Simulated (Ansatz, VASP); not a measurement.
Pt: VASP beside Ansatz

```
Pt
1.0
     2.74984    0.00000    0.00000
    -1.37492    2.38143    0.00000
     0.00000    0.00000    9.88865
Pt
4
Direct
  0.33333 0.66667 0.11887
  0.66667 0.33333 0.61887
  0.33333 0.66667 0.38113
  0.66667 0.33333 0.88113
```

Alike in both runs: task relaxation of cell and atoms; functional PBE; k mesh 9 × 9 × 2; occupations gaussian, width 0.1 eV; no spin polarisation.

|  | VASP | Ansatz |
| --- | --- | --- |
| version | VASP 6.6.1 | Ansatz 0.2.0 |
| potentials or method | VASP PAW PBE potentials, release 64 (Pt) | scalar-relativistic, plane waves, PAW |
| plane-wave cutoff (eV) | 600 | 420 |
| valence electrons in the cell | 40 | 72 |

```tsv
	VASP	Ansatz	Ansatz less VASP
gap on the k mesh at the Fermi level, each at its own relaxed structure (eV)	none	none	-
relaxed volume (Å³/atom)	16.21	16.21	+0.006
relaxed cell length with the largest relative difference (Å)	10.017	10.020	+0.0023
energy change over the relaxation (meV/atom)	-3	-3	-0.2
```

A gap of «none» marks a metal or a gap that the smearing closes. The two sets of potentials don't hold the same shells in valence.

Caveats: the bands computed are all filled at some k points, so no gap is given. Spin-orbit coupling is left out, which matters for the levels of Pt.
